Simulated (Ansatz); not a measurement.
A relaxed cell of AlN is given with its symmetry left out. The cell was found from a structure generator's guess, not taken from experiment.

Computed with Ansatz 0.2.0, DFT PBE, scalar-relativistic, plane waves, PAW. Cutoff 420 eV, Γ-centred mesh, Gaussian smearing, no spin polarisation.

```
Al N
1.0
     0.00000    2.20149    2.20149
     2.20149    0.00000    2.20149
     2.20149    2.20149    0.00000
Al N
1 1
Direct
  0.75000 0.75000 0.75000
  0.50000 0.50000 0.50000
```

Formation energies are uncorrected and refer to the elements' standard structures at the same level (N₂ as a molecule).

Question: What space group does it have?

Answer: F-43m (No. 216), the zinc blende type. Conventional cell: a = 4.403 Å. Al has 4 N at 1.91 Å; around N lie 4 Al at 1.91 Å.

Question: How far does it lie from the elements in energy?

Answer: −1.347 eV/atom. It lies below the elements, which doesn't yet make it stable against other compounds or structures.

Question: Is it a metal?

Answer: No, the gap on the 10×10×10 mesh is 3.31 eV.

The last run used a 10×10×10 mesh for its 2-atom cell and Gaussian smearing of 0.02 eV. Kohn–Sham gaps at this level usually fall short of measured ones. This cell was reached by moving the atoms of another relaxed cell at random and relaxing again, last within the group found; it had no such test of its own.
